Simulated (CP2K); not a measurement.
MoS2:

```
Mo S
1.0
     3.16900    0.00000    0.00000
    -1.58450    2.74443    0.00000
     0.00000    0.00000   12.32400
Mo S
2 4
Direct
  0.66667 0.33333 0.75000
  0.33333 0.66667 0.25000
  0.66667 0.33333 0.37700
  0.33333 0.66667 0.87700
  0.66667 0.33333 0.12300
  0.33333 0.66667 0.62300
```

Base run:

```yaml
Program: CP2K 2026.2
Functional: PBEsol
Potentials_or_basis: POTENTIAL_UZH Mo GTH-PBE-q14, S GTH-PBE-q6; DZVP-MOLOPT-PBE-GTH basis
Density_cutoff: 9184 eV
k_mesh: 10 × 10 × 3
Occupations: fermi-dirac, width 0.05 eV
Spin: no spin polarisation
```

Its results: band gap on the k mesh 0.92 eV, indirect (least direct gap 1.92 eV); pressure -0.3 GPa; largest force 0.027 eV/Å.

Problem. After a change of settings the same cell gave: band gap on the k mesh 1.13 eV, indirect (least direct gap 1.77 eV); pressure -8.1 GPa; largest force 1.331 eV/Å. Which change was it?
A. functional from PBEsol to LDA
B. functional from PBEsol to HLE17
C. functional from PBEsol to PW91
D. functional from PBEsol to optB88-vdW

Solution. B.

Caveats: the potentials were made for another functional, which shifts forces and pressure; the basis of atomic orbitals isn't converged, which shifts pressures, moduli and gaps; this functional lacks dispersion, which binds the layers, so the pressure and a relaxed spacing across them are unreliable (some runs); the potentials were made for a functional far from this one (some runs); the mesh misses the band edges, which the band path finds closer together (some runs).

Runs at the PBE level aren't shown here.
